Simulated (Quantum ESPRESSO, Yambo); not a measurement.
An input for Yambo 5.3.0 (SiC (F-43m)):

```
HF_and_locXC
gw0
dyson
ppa
em1d
rim_cut
RandQpts= 1000000
RandGvec= 1 RL
EXXRLvcs= 74 Ry
VXCRLvcs= 296 Ry
Chimod= "HARTREE"
% BndsRnXp
 1 | 50 |
%
NGsBlkXp= 9.5 Ry
% LongDrXp
 1 | 1 | 1 |
%
% GbndRnge
 1 | 50 |
%
DysSolver= "n"
ExtendOut
PPAPntXp= 27.21138 eV
% QPkrange
 1 | 8 | 1 | 8 |
%
```

```sh
OMP_NUM_THREADS=1 mpirun -n 4 yambo -F gw1.in -J gw1 -C gw1 > gw1.log
```

The stored states that it reads are on a 4×4×4 mesh. Symmetry: F-43m, No. 216, cubic system. The conventional cell has a = 4.358 Å, b = 4.358 Å, c = 4.358 Å, α = 90.00°, β = 90.00°, γ = 90.00°. Nearest to Si lie 4 C at 1.89 Å. C has 4 Si at 1.89 Å nearest. Farther neighbours are not listed.

Question: Estimate wall time and host memory on 4 MPI ranks of Arm Neoverse V1, shared host.

It took 30 s; on shared hardware allow 15 s to 60 s. Peak host memory was 1.2 GiB.

The screening grows as filled bands × empty bands × pairs of k points, times the square of the screening basis for the matrix.

[Paths, hosts, dates, memory and timing lines, banners, echoed tables and standing remarks are left out of the program output.]

[Logs are printed without paths, hosts, clocks, repeated set-up lines and the standing remarks that a program may print on its own settings, such as how far it seeks lower states.]

[Runs of the session that timed out or met a known fault of the program may be left out.]

[Hosts, paths, dates, database ids (printed as entryN), source tags and the programs' standing remarks are cut or masked in the printed files.]
